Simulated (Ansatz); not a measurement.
## Si$_{7}$Ge: opening a crack plane

Si$_{7}$Ge, P-43m, a = 5.468 Å. The structure is a Materials Project entry; whether it is the stable form wasn't checked. Ansatz: r2SCAN, PAW, 500 eV, Γ-centred 6×6×3 mesh on 16 atoms, Gaussian smearing 0.05 eV; no spin polarisation. One cut on (100) per cell of 16 atoms is opened rigidly by x, between planes of Ge+Si and Si that stand 1.38 Å apart; y is the energy per area (29.899 Å², 1 eV/Å² = 16.02 J/m²).

```tsv
x (Å)	y (J/m²)
0.00	0.000
0.25	0.266
0.50	0.927
0.75	?
1.00	2.396
1.50	3.395
2.00	3.952
3.00	4.377
4.50	4.487
6.00	4.495
```

Question: Fit the universal binding curve y = W[1 − (1 + x/l) e^(−x/l)] to the other rows, give the peak stress, and predict the missing value.

Answer: Least squares gives W = 4.52 J/m² and l = 0.565 Å. The stress dy/dx peaks at x = l with W/(e l) = 29.4 GPa, for rigid faces. At x = 0.75: x/l = 1.327, y = 1.731 J/m². The run gave 1.713 J/m², so the fit is 0.018 J/m² too high, within the rms miss on the fitted rows (0.041 J/m²).

Cost: 12 runs of about 11 core-minutes in all, on Intel Xeon 6975P-C (Granite Rapids) (shared hosts).